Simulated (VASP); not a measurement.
Hf: changing the choice of potentials or basis

The cell as given:

```yaml
crystal:
  lattice:
    - [3.19670, 0.00000, 0.00000]
    - [-1.59835, 2.76842, 0.00000]
    - [0.00000, 0.00000, 5.05780]
  atoms:
    - { symbol: Hf, position: [0.66667, 0.33333, 0.75000] }
    - { symbol: Hf, position: [0.33333, 0.66667, 0.25000] }
```

Kept alike: task relaxation of cell and atoms; functional PBE; k mesh 10 × 10 × 5; occupations fermi-dirac, width 0.05 eV; no spin polarisation. Program: VASP, cutoff 600 eV. The mesh is that of the run's cell of 2 atoms. No spin-orbit coupling.

```csv
choice of potentials or basis,volume (Å³/atom),first edge of the run's cell (Å),third edge of the run's cell (Å)
Hf,22.249,3.195,5.035
Hf_pv,22.417,3.202,5.049
Hf_sv_GW,22.446,3.203,5.052
```

The relaxations keep at least the cell's symmetry (P6_3/mmc). For a metal such a mesh leaves the last digits unconverged. Relaxations stop with a little pressure left, so the last digits of a volume or edge aren't settled.

Task: What does the choice of potentials or basis change here?

Result: The volume runs from 22.249 (Hf) to 22.446 Å³/atom (Hf_sv_GW). The first edge of the run's cell runs from 3.195 (Hf) to 3.203 Å (Hf_sv_GW). The third edge of the run's cell runs from 5.035 (Hf) to 5.052 Å (Hf_sv_GW).
